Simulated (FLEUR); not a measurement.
# Magnetic state of MnO2 from several starts, part 2 of 3

A self-consistent run ends on one state, which hangs on the start. Several orders of MnO2 are started in FLEUR and their energies compared.

FLEUR MaX-R8.1; PBE with U = 4.9 eV, J = 0.9 eV on Mn d; all-electron FLAPW, Dirac cores, scalar-relativistic bands.

So far, largest spin moment in the muffin-tin sphere (μB): step 2 (start 1: ferro +) 2.96.

### Step 3. Run 2 (antiferro q=(0,0,1/2) +-)

Another pattern of signs weighs the neighbour shells otherwise.

The cell is doubled to 6 atoms to hold this order. The mesh is halved along the doubled vector, so that both cells sample the same points. The k list default-1 (kpts.xml, not shown) is a Γ-centred 8×8×4 mesh.

File inp.xml:

```
<?xml version="1.0" encoding="UTF-8" standalone="no"?>
<fleurInput fleurInputVersion="0.39">
   <comment>
      MnO2
   </comment>
   <calculationSetup>
      <cutoffs Kmax="4.4" Gmax="13.2" GmaxXC="13.2" numbands="0"/>
      <scfLoop itmax="130" minDistance="0.0001" maxIterBroyd="15" imix="Anderson" alpha="0.05" precondParam="0.0" spinf="2.0" sdNocoIR="T"/>
      <coreElectrons ctail="T" frcor="F" kcrel="0" coretail_lmax="0"/>
      <xcFunctional name="pbe" relativisticCorrections="F"/>
      <magnetism jspins="2"/>
      <soc l_soc="F" theta="0.0" phi="0.0" spav="F"/>
      <expertModes spex="0" secvar="F"/>
      <geometryOptimization l_f="F" forcealpha="1.0" forcemix="BFGS" epsdisp="0.00001" epsforce="0.00001"/>
      <ldaU l_linMix="F" mixParam="0.05" spinf="1.0"/>
   </calculationSetup>
   <cell>
      <bzIntegration valenceElectrons="54.0" mode="hist" fermiSmearingEnergy="0.00183747">
         <kPointListSelection listName="default-1"/>
         <xi:include xmlns:xi="http://www.w3.org/2001/XInclude" href="kpts.xml"> </xi:include>
      </bzIntegration>
      <xi:include xmlns:xi="http://www.w3.org/2001/XInclude" href="sym.xml"> </xi:include>
      <bulkLattice scale="1.0">
         <bravaisMatrix>
            <row-1>    5.3981504145398009    -0.0000000000188973     0.0000000000000000</row-1>
            <row-2>   -2.6990752072510031     4.6749353924648362     0.0000000000000000</row-2>
            <row-3>    0.0000000000000000     0.0000000000000000    17.3906735363201399</row-3>
         </bravaisMatrix>
      </bulkLattice>
   </cell>
   <atomSpecies>
      <species name="Manganese 4.500" element="Mn" atomicNumber="25">
         <mtSphere radius="2.24" gridPoints="741" logIncrement="0.016"/>
         <atomicCutoffs lmax="8" lnonsphr="6"/>
         <electronConfig flipSpins="F">
            <coreConfig>(1s1/2) (2s1/2) (2p1/2) (2p3/2)</coreConfig>
            <valenceConfig>(3s1/2) (3p1/2) (3p3/2) (4s1/2) (3d3/2) (3d5/2)</valenceConfig>
            <stateOccupation state="(3d3/2)" spinUp="1.75" spinDown="0.25"/>
            <stateOccupation state="(3d5/2)" spinUp="3.0" spinDown="0.0"/>
         </electronConfig>
         <energyParameters s="4" p="4" d="3" f="4"/>
         <ldaU l="2" U="4.9" J="0.9" l_amf="F"/>
         <lo type="SCLO" l="0" n="3" eDeriv="0"/>
         <lo type="SCLO" l="1" n="3" eDeriv="0"/>
      </species>
      <species name="Manganese -4.500" element="Mn" atomicNumber="25">
         <mtSphere radius="2.24" gridPoints="741" logIncrement="0.016"/>
         <atomicCutoffs lmax="8" lnonsphr="6"/>
         <electronConfig flipSpins="F">
            <coreConfig>(1s1/2) (2s1/2) (2p1/2) (2p3/2)</coreConfig>
            <valenceConfig>(3s1/2) (3p1/2) (3p3/2) (4s1/2) (3d3/2) (3d5/2)</valenceConfig>
            <stateOccupation state="(3d3/2)" spinUp="0.25" spinDown="1.75"/>
            <stateOccupation state="(3d5/2)" spinUp="0.0" spinDown="3.0"/>
         </electronConfig>
         <energyParameters s="4" p="4" d="3" f="4"/>
         <ldaU l="2" U="4.9" J="0.9" l_amf="F"/>
         <lo type="SCLO" l="0" n="3" eDeriv="0"/>
         <lo type="SCLO" l="1" n="3" eDeriv="0"/>
      </species>
      <species name="Oxygen (O)" element="O" atomicNumber="8">
         <mtSphere radius="1.27" gridPoints="421" logIncrement="0.025"/>
         <atomicCutoffs lmax="6" lnonsphr="4"/>
         <electronConfig flipSpins="F">
            <coreConfig>(1s1/2)</coreConfig>
            <valenceConfig>(2s1/2) (2p1/2) (2p3/2)</valenceConfig>
            <stateOccupation state="(2p1/2)" spinUp="0.666667" spinDown="0.666667"/>
            <stateOccupation state="(2p3/2)" spinUp="1.333333" spinDown="1.333333"/>
         </electronConfig>
         <energyParameters s="2" p="2" d="3" f="4"/>
      </species>
   </atomSpecies>
   <atomGroups>
      <atomGroup species="Manganese 4.500">
         <relPos label="                   1">.0000000000 .0000000000 .0000000000</relPos>
         <force calculate="T" relaxXYZ="TTT"/>
      </atomGroup>
      <atomGroup species="Manganese -4.500">
         <relPos label="                   2">.0000000000 .0000000000 1.000/2.000</relPos>
         <force calculate="T" relaxXYZ="TTT"/>
      </atomGroup>
      <atomGroup species="Oxygen (O)">
         <relPos label="                   3">-1.000/3.000 1.000/3.000 -.1031462850</relPos>
         <relPos label="                   5">1.000/3.000 -1.000/3.000 .1031462850</relPos>
         <force calculate="T" relaxXYZ="TTT"/>
      </atomGroup>
      <atomGroup species="Oxygen (O)">
         <relPos label="                   4">-1.000/3.000 1.000/3.000 .3968537150</relPos>
         <relPos label="                   6">1.000/3.000 -1.000/3.000 -.3968537150</relPos>
         <force calculate="T" relaxXYZ="TTT"/>
      </atomGroup>
   </atomGroups>
   <output dos="F" band="F" slice="F">
      <bandDOS minEnergy="-.5*Htr" maxEnergy="0.5*Htr" sigma="0.015" storeEVData="T"/>
      <plotting iplot="0" polar="F">
         <plot TwoD="T" vec1="  1.0  0.0  0.0" vec2="  0.0  1.0  0.0" vec3="  0.0  0.0  1.0" zero="  0.0  0.0  0.0" file="plot"/>
      </plotting>
      <moessbauerParams electricFieldGradient="F" isomerShift="F" coreHyperfine="F" valenceHyperfine="F"/>
   </output>
</fleurInput>
```

File crystal.txt:

```
MnO2
&input film=F cartesian=F /
2.85657818044  -0.00000000001  0.00000000000
-1.42828909021  2.47386927217  0.00000000000
0.00000000000  0.00000000000  9.20274811780
1.8897261246
1.0 1.0 1.0

6
25 0.00000000000  0.00000000000  0.25000000000 : 4.500
25 0.00000000000  0.00000000000  0.75000000000 : -4.500
8 0.66666666667  0.33333333333  0.14685371500
8 0.66666666667  0.33333333333  0.64685371500
8 0.33333333333  0.66666666667  0.35314628500
8 0.33333333333  0.66666666667  0.85314628500

&kpt div1=8 div2=8 div3=4 gamma=T /
```

Launch:

```
$ OMP_NUM_THREADS=1 inpgen -f crystal.txt > inpgen.log  # inp.xml is then edited as shown
$ OMP_NUM_THREADS=1 mpirun -n 4 fleur_MPI > fleur.log
```

The log of the run:

```text
[banner, memory and clock lines left out]
Welcome to FLEUR        (www.flapw.de)
      MaX-Release 8.1          (www.max-centre.eu)

 ========== k-point set info ==========
 Selected k-point list: default-1
 k-point list type: mesh
 0 x 0 x 0
 Number of k points: 36

 ------------Calculation Setup---------------------------
 Number of PE/node        :            4
 Number of OMP-threads    :            1
 k-points in parallel     :            4
 pe's per k-point         :            1
 No of k-point loops      :            9
 Eigenvalue solver        :       lapack
 Number of basis functions:          674
 Approximate size of matrices (H+S) per k-point:         0.007 GB
 no density matrix found ... skipping LDA+U
 Reset of history
 Iteration:     1   Distance:      38.50331528 me/bohr^3
 Iteration:     2   Distance:      34.82459314 me/bohr^3
 Iteration:     3   Distance:      28.29305774 me/bohr^3
 Iteration:     4   Distance:      18.65254258 me/bohr^3
 Iteration:     5   Distance:      19.31061154 me/bohr^3
 Iteration:     6   Distance:       3.76398238 me/bohr^3
 Iteration:     7   Distance:       4.44425960 me/bohr^3
 Iteration:     8   Distance:       2.65332900 me/bohr^3
 Iteration:     9   Distance:       1.64779829 me/bohr^3
 Iteration:    10   Distance:       1.75697045 me/bohr^3
 Iteration:    11   Distance:       1.53929278 me/bohr^3
 Iteration:    12   Distance:       0.86334736 me/bohr^3
 Iteration:    13   Distance:       0.79060624 me/bohr^3
 Iteration:    14   Distance:       0.34037329 me/bohr^3
 Iteration:    15   Distance:       0.09176332 me/bohr^3
 Iteration:    16   Distance:       0.09492365 me/bohr^3
 Iteration:    17   Distance:       0.07261301 me/bohr^3
 Iteration:    18   Distance:       0.03591030 me/bohr^3
 Iteration:    19   Distance:       0.01452712 me/bohr^3
 Iteration:    20   Distance:       0.01079696 me/bohr^3
 Iteration:    21   Distance:       0.01567089 me/bohr^3
 Iteration:    22   Distance:       0.00348764 me/bohr^3
 Iteration:    23   Distance:       0.00212169 me/bohr^3
 Iteration:    24   Distance:       0.00216486 me/bohr^3
 Iteration:    25   Distance:       0.00136144 me/bohr^3
 Iteration:    26   Distance:       0.00026638 me/bohr^3
 Iteration:    27   Distance:       0.00006447 me/bohr^3

 ********************************************************************
 Run finished successfully
 Stop message:
   all done
 ********************************************************************

--- out.xml (last complete iteration) ---
<iteration numberForCurrentRun="   27" overallNumber="   27">
         [... left out ...]
         <bandgap value="2.5610877060" units="eV"/>
         <sumValenceSingleParticleEnergies value="-33.3503388489" units="Htr"/>
         <FermiEnergy value="0.1530910857" units="Htr"/>
         <valenceDensity>
            <mtCharges spin="1">
               <mtCharge atomType="1" total="8.3345654" s="1.1733418" p="3.2441622" d="3.8228572" f="0.0703306"/>
               <mtCharge atomType="2" total="5.3763994" s="1.1450032" p="3.2175150" d="0.9200049" f="0.0684909"/>
               <mtCharge atomType="3" total="1.9859932" s="0.6339391" p="1.3482499" d="0.0033746" f="0.0003620"/>
               <mtCharge atomType="4" total="1.9906677" s="0.6316175" p="1.3564763" d="0.0024003" f="0.0001408"/>
            </mtCharges>
            <mtCharges spin="2">
               <mtCharge atomType="1" total="5.3764121" s="1.1450048" p="3.2175169" d="0.9200136" f="0.0684913"/>
               <mtCharge atomType="2" total="8.3345573" s="1.1733399" p="3.2441599" d="3.8228539" f="0.0703301"/>
               <mtCharge atomType="3" total="1.9906629" s="0.6316173" p="1.3564717" d="0.0024002" f="0.0001408"/>
               <mtCharge atomType="4" total="1.9859982" s="0.6339398" p="1.3482542" d="0.0033747" f="0.0003620"/>
            </mtCharges>
            <spinDependentCharge spin="1" total="27.0000000" interstitial="5.3357134" mtSpheres="21.6642866"/>
            <spinDependentCharge spin="2" total="27.0000000" interstitial="5.3357083" mtSpheres="21.6642917"/>
            <totalCharge value="54.0000000000"/>
         </valenceDensity>
         [... left out ...]
         <magneticMomentsInMTSpheres units="muBohr">
            <globalMagMoment atomType="1" vec="0.00000   0.00000   2.95815"/>
            <localMagMoment atomType="1" vec="0.00000   0.00000   2.95815"/>
            <globalMagMoment atomType="2" vec="0.00000   0.00000  -2.95816"/>
            <localMagMoment atomType="2" vec="0.00000   0.00000  -2.95816"/>
            <globalMagMoment atomType="3" vec="0.00000   0.00000  -0.00467"/>
            <localMagMoment atomType="3" vec="0.00000   0.00000  -0.00467"/>
            <globalMagMoment atomType="4" vec="0.00000   0.00000   0.00467"/>
            <localMagMoment atomType="4" vec="0.00000   0.00000   0.00467"/>
         </magneticMomentsInMTSpheres>
         [... left out ...]
         <totalEnergy value="    -2618.1168984901" units="Htr">
            <sumOfEigenvalues value="    -1505.5406349356">
               <coreElectrons value="-1472.1902960867"/>
               <valenceElectrons value="-33.3503388489"/>
            </sumOfEigenvalues>
            <densityCoulombPotentialIntegral value="-3972.2383228137"/>
            <densityEffectivePotentialIntegral value="-4151.8012434571"/>
            <chargeDenXCDenIntegral value="-138.6868104205"/>
            <FockExchangeEnergyValence value="0.0000000000"/>
            <FockExchangeEnergyCore value="0.0000000000"/>
         [... left out ...]
            <dftUCorrection value="-0.5262058214"/>
            <tkbTimesEntropy value="0.0000000000"/>
            <freeEnergy value="-2618.1168984901"/>
            <extrapolationTo0K value="-2618.1168984901"/>
         </totalEnergy>
         [... left out ...]
         <ldaUDensityMatrixConvergence>
            <distance spin="1" distance="0.000005"/>
            <distance spin="2" distance="0.000005"/>
         </ldaUDensityMatrixConvergence>
         <densityConvergence units="me/bohr^3">
            <chargeDensity spin="1" distance="0.0000382241"/>
            <chargeDensity spin="2" distance="0.0000316046"/>
            <overallChargeDensity distance="0.0000276233"/>
            <spinDensity distance="0.0000644734"/>
         </densityConvergence>
      </iteration>
```

Wall time 74 s (4 MPI ranks of Intel Xeon Platinum 8488C (Sapphire Rapids), shared host); peak memory 0.34 GiB; 4.9 min of CPU time.

Spin moment in the muffin-tin sphere by atom:

| atom | spin moment in the muffin-tin sphere (μB) |
| --- | --- |
| Mn1 | 2.96 |
| Mn2 | -2.96 |
| O3 | 0.00 |
| O4 | 0.00 |
| O5 | 0.00 |
| O6 | 0.00 |

Read from the output:

| Property | Result |
| --- | --- |
| free energy | -71242.5902 eV |
| program's band gap on this mesh (in a metal only a level spacing) | 2.561 eV |
| magnetization | 0 μB |
| final state | antiferromagnetic |

It lies 0.498 meV a seeded atom over the first start, and its largest moment is 2.96 μB against 2.96 μB.

### Step 4. Order 3, typed as antiferro q=(0,1/2,0) +-

Reversing part of the moments tests the sign of the couplings between them.

This order needs a doubled cell of 6 atoms. The mesh is halved along the doubled vector, so that both cells sample the same points. The k list default-1 (kpts.xml, not shown) is a Γ-centred 8×4×8 mesh.

inp.xml: that of step 3 with these lines changed.

```diff
@@ -24,5 +24,5 @@
          <bravaisMatrix>
-            <row-1>    5.3981504145398009    -0.0000000000188973     0.0000000000000000</row-1>
-            <row-2>   -2.6990752072510031     4.6749353924648362     0.0000000000000000</row-2>
-            <row-3>    0.0000000000000000     0.0000000000000000    17.3906735363201399</row-3>
+            <row-1>    5.3981504144642116     0.0000000000000000     0.0000000000000000</row-1>
+            <row-2>   -5.3981504144642116     9.3498707850430556     0.0000000000000000</row-2>
+            <row-3>    0.0000000000000000     0.0000000000000000     8.6953367681600700</row-3>
          </bravaisMatrix>
@@ -73,3 +73,3 @@
       <atomGroup species="Manganese 4.500">
-         <relPos label="                   1">.0000000000 .0000000000 .0000000000</relPos>
+         <relPos label="                   1">.0000000000 .0000000000 1.000/2.000</relPos>
          <force calculate="T" relaxXYZ="TTT"/>
@@ -77,3 +77,3 @@
       <atomGroup species="Manganese -4.500">
-         <relPos label="                   2">.0000000000 .0000000000 1.000/2.000</relPos>
+         <relPos label="                   2">.0000000000 1.000/2.000 1.000/2.000</relPos>
          <force calculate="T" relaxXYZ="TTT"/>
@@ -81,4 +81,4 @@
       <atomGroup species="Oxygen (O)">
-         <relPos label="                   3">-1.000/3.000 1.000/3.000 -.1031462850</relPos>
-         <relPos label="                   5">1.000/3.000 -1.000/3.000 .1031462850</relPos>
+         <relPos label="                   3">-1.000/3.000 1.000/6.000 .2937074300</relPos>
+         <relPos label="                   6">1.000/3.000 -1.000/6.000 -.2937074300</relPos>
          <force calculate="T" relaxXYZ="TTT"/>
@@ -86,4 +86,4 @@
       <atomGroup species="Oxygen (O)">
-         <relPos label="                   4">-1.000/3.000 1.000/3.000 .3968537150</relPos>
-         <relPos label="                   6">1.000/3.000 -1.000/3.000 -.3968537150</relPos>
+         <relPos label="                   4">-1.000/3.000 -1.000/3.000 .2937074300</relPos>
+         <relPos label="                   5">1.000/3.000 1.000/3.000 -.2937074300</relPos>
          <force calculate="T" relaxXYZ="TTT"/>
```

File crystal.txt:

```
MnO2
&input film=F cartesian=F /
2.85657818040  0.00000000000  0.00000000000
-2.85657818040  4.94773854440  0.00000000000
0.00000000000  0.00000000000  4.60137405890
1.8897261246
1.0 1.0 1.0

6
25 0.00000000000  0.00000000000  0.50000000000 : 4.500
25 0.00000000000  0.50000000000  0.50000000000 : -4.500
8 0.66666666500  0.16666666500  0.29370743000
8 0.66666666500  0.66666666500  0.29370743000
8 0.33333333500  0.33333333500  0.70629257000
8 0.33333333500  0.83333333500  0.70629257000

&kpt div1=8 div2=4 div3=8 gamma=T /
```

The log of the run:

```text
[banner, memory and clock lines left out]
Welcome to FLEUR        (www.flapw.de)
      MaX-Release 8.1          (www.max-centre.eu)

 ========== k-point set info ==========
 Selected k-point list: default-1
 k-point list type: mesh
 8 x 4 x 8
 Number of k points: 132

 [... set-up left out ...]
 no density matrix found ... skipping LDA+U
 Reset of history
 Iteration:     1   Distance:      39.16011583 me/bohr^3
 Iteration:     2   Distance:      35.16546105 me/bohr^3
 Iteration:     3   Distance:      28.59319257 me/bohr^3
[...]
[... left out ...]
            <freeEnergy value="-2618.1154435007"/>
            <extrapolationTo0K value="-2618.1154435007"/>
         </totalEnergy>
         [... left out ...]
         <ldaUDensityMatrixConvergence>
            <distance spin="1" distance="0.000003"/>
            <distance spin="2" distance="0.000002"/>
         </ldaUDensityMatrixConvergence>
         <densityConvergence units="me/bohr^3">
            <chargeDensity spin="1" distance="0.0000199008"/>
            <chargeDensity spin="2" distance="0.0000176416"/>
            <overallChargeDensity distance="0.0000261106"/>
            <spinDensity distance="0.0000270697"/>
         </densityConvergence>
      </iteration>
```

It took 4.3 min on 4 MPI ranks; peak memory 0.54 GiB; 17 min of CPU time.

Spin moment in the muffin-tin sphere by atom:

| atom | spin moment in the muffin-tin sphere (μB) |
| --- | --- |
| Mn1 | 2.85 |
| Mn2 | -2.85 |
| O3 | 0.01 |
| O4 | -0.01 |
| O5 | -0.01 |
| O6 | 0.01 |

This step gave:

```yaml
free_energy: -71242.5506 eV
program_s_band_gap_on_this_mesh_in_a_metal_only_a_level_spacing: 2.434 eV
magnetization: 0 μB
final_state: antiferromagnetic
```

It lies 20.3 meV a seeded atom over the first start, and its largest moment is 2.85 μB against 2.96 μB.

[end of part 2 of 3]

[Logs and program files are shortened in this print: banners, set-up blocks, solver, clock and traceback lines can be left out without a mark of their own.]

[Logs are printed without paths, hosts, clocks, repeated set-up lines and the standing remarks that a program may print on its own settings, such as how far it seeks lower states.]

[Hosts, paths, dates, database ids (printed as entryN), source tags and the programs' standing remarks are cut or masked in the printed files.]

[Where a cell is said to come from a database of computed structures, the database is the Materials Project.]
